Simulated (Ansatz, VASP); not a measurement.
# GeF (F-GeGe-F chair monolayer) in two plane-wave programs, part 2 of 2

Wanted: the spread between two codes on one cell, functional and k mesh. Of the first pair: The structure shown is the start of the Ansatz relaxation below; VASP solves that cell, so the two are compared at the walk's first step.

VASP 6.6.1 and Ansatz 0.2.0.

So far. Step 4 (Differences): The forces differ by 54 meV/Å r.m.s., which is 29.1 % of the r.m.s. force of 0.185 eV/Å (both taken over all components). With vacuum in the cell, a pressure given here is an average over mostly empty space and none of the material.

### Step 5. Ansatz: relaxation, PBE with D4

Level of this step: Ansatz beside VASP: Kohn-Sham DFT, plane waves, PBE with D4 (Ansatz).

This run makes the geometry at which the two programs are then compared.

The structure compared here is the end of the Ansatz relaxation.

The input, input.yaml:

```yaml
crystal:
  lattice:
    - [3.96, 0.0, 0.0]
    - [-1.98, 3.429460599, 0.0]
    - [0.0, 0.0, 39.6399999988]
  atoms:
    - { symbol: F, position: [0.6666666667, 0.3333333333, 0.4452573159] }
    - { symbol: Ge, position: [0.6666666667, 0.3333333333, 0.4899091826] }
    - { symbol: Ge, position: [0.3333333333, 0.6666666667, 0.5100908174] }
    - { symbol: F, position: [0.3333333333, 0.6666666667, 0.5547426841] }
  periodic: [true, true, false]
kpoints:
  mp_grid: { grid: [12, 12, 1] }
hamiltonian:
  xc: pbe
  dispersion: d4
  pseudopotentials: { kind: paw, azcp: { folder: soft_1 } }
scf:
  occupations: { method: fermi_dirac, width: 0.05 }
  convergence: { dr2_threshold: 1.0e-09 }
relax:
  f_tol: 0.004
  max_steps: 90
  cell: {}
output:
  write_potential: true
  write_density: true
  volumetric_format: npy
```

The run is started by

```
> ansatz run input.yaml --threads 4 --pin off --max-ram 6144MiB --backend cpu --events-out ev --progress --plain --runs-dir out
```

Numbers of over 12 decimals in the logs are rounded to 6 here.

The log of the run:

```text
[...]
Crystal: 4 atoms, lattice volume = 538.338 Å³
Basis set: ecut = 420 eV, 10645 PW (Γ), exchange–correlation on 54×54×540 points (8 copies of the dense FFT grid, shifted against one another)
Bands: 26, of which v1, the nominal top of the filled ones, is band 21 counted from 1 (20 counted from 0)
Symmetry: 12 space group operations
[...]
--- Relaxed structure (10 steps of the walk, 9 accepted, 3 SCFs on fresh bases) ---
[...]
cell:  # Å, volume = 621.1785 Å³
    - [4.253790, 0.0, 0]
    - [-2.126895, 3.683890, 0]
    - [0, 0, 39.6399999988]
  atoms:
    - { symbol: F, position: [0.666667, 0.333333, 0.447858] }
    - { symbol: Ge, position: [0.666667, 0.333333, 0.492512] }
    - { symbol: Ge, position: [0.333333, 0.666667, 0.507488] }
    - { symbol: F, position: [0.333333, 0.666667, 0.552142] }
[key lines of the parts left out:]
SCF converged after 5 iterations
Free energy (F): -10207.016679 eV
Fermi energy:    -7.025629 eV
P = ½ c Tr σ = 0.0044 N/m
```

### Step 6. VASP: single point, PBE with D4, relaxed cell, pair 2

The same cell, functional, mesh and smearing now go to VASP, with its own data sets.

The input, INCAR:

```
SYSTEM = GeF
PREC = Accurate
ENCUT = 520
EDIFF = 1E-06
NELM = 120
ISMEAR = -1
SIGMA = 0.05
LREAL = .FALSE.
ALGO = Normal
GGA = PE
IVDW = 13
NBANDS = 27
LORBIT = 11
LWAVE = .FALSE.
LCHARG = .FALSE.
ISIF = 2
LDIPOL = .TRUE.
IDIPOL = 3
DIPOL = 0.5 0.5 0.5
LVHAR = .TRUE.
LASPH = .TRUE.
GGA_COMPAT = .FALSE.
NELMDL = -8
KPAR = 2
```

The input, POSCAR:

```
GeF
1.0
    4.2537901533      0.0000000000      0.0000000000
   -2.1268950766      3.6838903351      0.0000000000
    0.0000000000      0.0000000000     39.6399999988
F Ge
2 2
Direct
    0.6666666667      0.3333333333      0.4478583808
    0.3333333333      0.6666666667      0.5521416192
    0.6666666667      0.3333333333      0.4925120749
    0.3333333333      0.6666666667      0.5074879251
```

The input, KPOINTS:

```
Automatic mesh
0
Gamma
12 12 1
0 0 0
```

The projector-augmented-wave data sets are F and Ge_d (PBE family, release 64).

The run is started by

```
> mpirun -np 2 vasp_std
```

The log of the run:

```text
[... set-up lines as in an earlier step ...]
 entering main loop
       N       E                     dE             d eps       ncg     rms          rms(c)
DAV:   1     0.339366770661E+03    0.33937E+03   -0.18800E+04  1338   0.136E+03
DAV:   2     0.506955194727E+02   -0.28867E+03   -0.28097E+03  1436   0.289E+02
DAV:   3    -0.164774067767E+02   -0.67173E+02   -0.66588E+02  1179   0.156E+02
DAV:   4    -0.197012567381E+02   -0.32238E+01   -0.32125E+01  1293   0.434E+01
[...]
DAV:  24    -0.180871493817E+02   -0.34271E-05   -0.85856E-08   818   0.264E-03    0.340E-04
DAV:  25    -0.180871513903E+02   -0.20086E-05   -0.50343E-08   836   0.249E-03    0.209E-04
DAV:  26    -0.180871516200E+02   -0.22975E-06   -0.64281E-09   651   0.838E-04
   1 F= -.18484872E+02 E0= -.18483929E+02  d E =-.188502E-02
```

From OUTCAR (step 6):

```text
  Edisp (eV):   -0.39772

  Total      -0.09189    -0.09189     0.20484    -0.00000     0.00000    -0.00000
  in kB      -0.23701    -0.23701     0.52832    -0.00000     0.00000    -0.00000
  external pressure =        0.02 kB  Pullay stress =        0.00 kB

 POSITION                                       TOTAL-FORCE (eV/Angst)
 -----------------------------------------------------------------------------------
      2.12690      1.22796     17.75311        -0.000000      0.000000     -0.087674
     -0.00000      2.45593     21.88689        -0.000000      0.000000      0.087674
      2.12690      1.22796     19.52318         0.000000     -0.000000      0.088628
     -0.00000      2.45593     20.11682         0.000000      0.000000     -0.088628
 -----------------------------------------------------------------------------------
    total drift:                               -0.000000      0.000000     -0.000000

  FREE ENERGIE OF THE ION-ELECTRON SYSTEM (eV)
  ---------------------------------------------------
  free  energy   TOTEN  =       -18.4848717366 eV

  energy  without entropy=      -18.4829867146  energy(sigma->0) =      -18.48392923

[... 1 part as in an earlier step ...]

[... 2 further parts left out ...]
[key lines of the parts left out:]
E-fermi :  -5.9614
```

### Step 7. Comparison

Forces (eV/Å; atoms numbered as in POSCAR):

```
atom        Ansatz x, y, z          VASP x, y, z
  F1   0.000, 0.000, 0.000  0.000, 0.000, -0.088
  F2   0.000, 0.000, 0.000   0.000, 0.000, 0.088
 Ge3  0.000, 0.000, -0.001   0.000, 0.000, 0.089
 Ge4   0.000, 0.000, 0.001  0.000, 0.000, -0.089
```

The forces differ by 51 meV/Å r.m.s., where the r.m.s. force is 0.000 eV/Å in Ansatz and 0.051 eV/Å in VASP: the atoms lie near their places of rest in Ansatz, so a percentage would say little (all taken over all components). With vacuum in the cell, a pressure given here is an average over mostly empty space and none of the material.

### Step 8. Results

| Property | Result |
| --- | --- |
| r.m.s. force difference (single point, PBE with D4, start cell, pair 1) | 54 meV/Å |
| r.m.s. force difference (single point, PBE with D4, relaxed cell, pair 2) | 51 meV/Å |

What this shows: The r.m.s. force difference is 54 meV/Å (single point, PBE with D4, start cell, pair 1), beyond the 12 meV/Å picked in this series as the mark of a large difference. What causes the difference of the single point, PBE with D4, start cell, pair 1 pair stays open here. What causes the difference of the single point, PBE with D4, relaxed cell, pair 2 pair stays open here. Such differences can come from data sets, numerical settings and the points named under the comparisons, not from the functional's error against experiment.

[Lines on the potential files, build, host, timing and source positions are cut from VASP's logs without a mark.]

[Logs are printed without paths, hosts, clocks, repeated set-up lines and the standing remarks that a program may print on its own settings, such as how far it seeks lower states.]

[Hosts, paths, dates, database ids (printed as entryN), source tags and the programs' standing remarks are cut or masked in the printed files.]
